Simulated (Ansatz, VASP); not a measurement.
Si: VASP beside Ansatz

```xyz
2
Lattice="0.0000 2.7361 2.7361 2.7361 0.0000 2.7361 2.7361 2.7361 0.0000" Properties=species:S:1:pos:R:3 pbc="T T T"
Si    1.3680    1.3680    1.3680
Si    0.0000    0.0000    0.0000
```

Alike in both runs: functional PBE; k mesh 6 × 6 × 6; occupations gaussian, width 0.1 eV; no spin polarisation.

Ansatz relaxed the structure, and its values are those at the end. VASP's run is a single point on that final structure, the one shown.

```csv
,VASP,Ansatz
version,VASP 6.6.1,Ansatz 0.2.0
potentials or method,"VASP PAW PBE potentials, release 64 (Si)","scalar-relativistic, plane waves, PAW"
plane-wave cutoff (eV),520,420
valence electrons in the cell,8,8
```

Ansatz gave:

| Item | Value |
| --- | --- |
| gap on the k mesh at the Fermi level (eV) | 0.75 |
| least direct gap on the mesh (eV) | 2.55 |
| pressure (GPa) | 0.0 |

Q: What did VASP give for the same quantities?

A: gap on the k mesh at the Fermi level (eV): 0.75; least direct gap on the mesh (eV): 2.55; pressure (GPa): -0.1.

A k mesh can miss the band edges.
